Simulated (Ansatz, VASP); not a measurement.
## One calculation of MnO2, two programs

Contents of INCAR:

```
  PREC = Accurate
  ENCUT = 520
  EDIFF = 1E-7
  ISMEAR = -1
  SIGMA = 0.05
  LREAL = F
  LASPH = T
  NELM = 100
  ALGO = Normal
  ISIF = 2
  LWAVE = F
  LCHARG = F
  ISPIN = 2
  MAGMOM = 4 4 0 0 0 0
  LORBIT = 11
  LMAXMIX = 4
  GGA = PS
  NBANDS = 38
  KPAR = 2
```

File KPOINTS:

```
regular mesh
0
Gamma
  11 11 3
```

The input POSCAR:

```
MnO2
1.0
    2.8549554371      0.0000000000      0.0000000000
   -1.4274777185      2.4724639352      0.0000000000
    0.0000000000      0.0000000000     10.2217427273
Mn O
2 4
Direct
    0.0000000000      0.0000000000      0.5000000000
    0.0000000000      0.0000000000      0.0000000000
    0.6666666667      0.3333333333      0.4068564500
    0.6666666667      0.3333333333      0.0931435500
    0.3333333333      0.6666666667      0.5931435500
    0.3333333333      0.6666666667      0.9068564500
```

input.yaml

```yaml
crystal:
  lattice:
    - [2.8549554371, 0.0, 0.0]
    - [-1.4274777185, 2.4724639352, 0.0]
    - [0.0, 0.0, 10.2217427273]
  atoms:
    - { symbol: Mn, position: [0.0, 0.0, 0.5], spin: 4.0 }
    - { symbol: Mn, position: [0.0, 0.0, 0.0], spin: 4.0 }
    - { symbol: O, position: [0.6666666667, 0.3333333333, 0.40685645] }
    - { symbol: O, position: [0.6666666667, 0.3333333333, 0.09314355] }
    - { symbol: O, position: [0.3333333333, 0.6666666667, 0.59314355] }
    - { symbol: O, position: [0.3333333333, 0.6666666667, 0.90685645] }
hamiltonian:
  xc: pbesol
  pseudopotentials: { kind: paw }
magnetization:
  spin_polarized: true
kpoints:
  mp_grid: { grid: [11, 11, 3] }
scf:
  occupations: { method: fermi_dirac, width: 0.05 }
output:
  forces: true
  stress: true
  eigenvalues: true
```

Measurements of this composition are mostly on another form, of space group No. 136.

Alike in both runs: task single point; functional PBEsol; k mesh 11 × 11 × 3; occupations fermi-dirac, width 0.05 eV; collinear spin, ferromagnetic start.

```csv
,VASP,Ansatz
version,VASP 6.6.1,Ansatz 0.2.0
potentials or method,"VASP PAW PBE potentials, release 64 (Mn_pv, O)",Ansatz PAW
plane-wave cutoff (eV),520,420
valence electrons in the cell,50,54
```

|  | VASP | Ansatz | Ansatz less VASP |
| --- | --- | --- | --- |
| gap on the k mesh at the Fermi level (eV) | 0.77 | 0.80 | +0.033 |
| least direct gap on the mesh (eV) | 0.81 | 0.84 | +0.033 |
| pressure (GPa) | -1.5 | -2.3 | -0.83 |
| largest component of the traceless stress (GPa) | 0.91 | 1.27 | +0.367 |
| rms of the force components (eV/Å) | 0.051 | 0.090 | +0.0386 |
| net moment per atom (μB) | 1.00 | 1.00 | 0.000 |
| size of the moment on the site where the two differ most (μB) | 2.84 | 2.49 | -0.346 |

Site moments also hang on the region over which each program counts them. Atom by atom the forces differ by 0.039 eV/Å (rms over components). The two sets of potentials don't hold the same shells in valence.

Caveats: only a ferromagnetic start was run, and an antiferromagnetic order may lie lower in energy; the PAW data sets were made with another functional, which shifts forces and pressure a little (VASP); an odd mesh through Γ misses points on the zone boundary, where band edges often lie (VASP); odd divisions of the mesh miss points on the zone boundary, where band edges often lie, so the gap on the mesh can be too wide (Ansatz); the pressure holds a Pulay correction of +0.7 GPa for the finite cutoff (Ansatz); the PAW data sets come from PBE, with cores solved anew for the run's functional, which leaves a small shift of forces and pressure (Ansatz).
